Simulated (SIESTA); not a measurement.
**Ti under changes of volume**

One of the cells (17.636 Å³/atom); the others are scaled copies at fixed shape and fractional positions:

```
CELL_PARAMETERS angstrom
2.95000 0.00000 0.00000
-1.47500 2.55477 0.00000
0.00000 0.00000 4.68000
ATOMIC_POSITIONS crystal
Ti 0.66667 0.33333 0.75000
Ti 0.33333 0.66667 0.25000
```

| Property | Result |
| --- | --- |
| Program | SIESTA 5.4.2 |
| Functional | PBEsol |
| Potentials or basis | PseudoDojo 0.4 standard (PBEsol files) |
| Basis | DZP (energy shift 0.003 Ry; two zetas on semicore shells) |
| Grid cutoff | 800 Ry |
| Energy shift | 0.003 Ry |
| k mesh | 10 × 10 × 6 |
| Occupations | fermi-dirac, width 0.05 eV |
| Spin | no spin polarisation |

| volume (Å³/atom) | energy over the lowest point (meV/atom) | pressure (GPa) |
| --- | --- | --- |
| 16.577 | ? | ? |
| 16.930 | 0.00 | -1.0 |
| 17.283 | 4.77 | -3.3 |
| 17.636 | 14.64 | -5.5 |
| 17.988 | 29.08 | -7.5 |
| 18.341 | 47.46 | -9.2 |
| 18.694 | 69.61 | -10.9 |

What does the run at 16.577 Å³/atom give?

Energy over the lowest point 0.39 meV/atom; pressure 1.5 GPa.

Worked out: A Birch-Murnaghan fit of order 3 (a polynomial in V^(-2/3)) to the other rows has its minimum at 16.81 Å³/atom, just outside them, with B0 = V·E''(V) = 128 GPa and B' = 4.4 at fixed shape and positions, which overstates the stiffness. It gives 0.92 meV/atom at 16.577 Å³/atom, against the run's 0.39, and -dE/dV = 1.8 GPa, against 1.5.

Energies are extrapolated to zero smearing.

Caveats: the basis of atomic orbitals isn't converged, which shifts pressures, moduli and gaps.
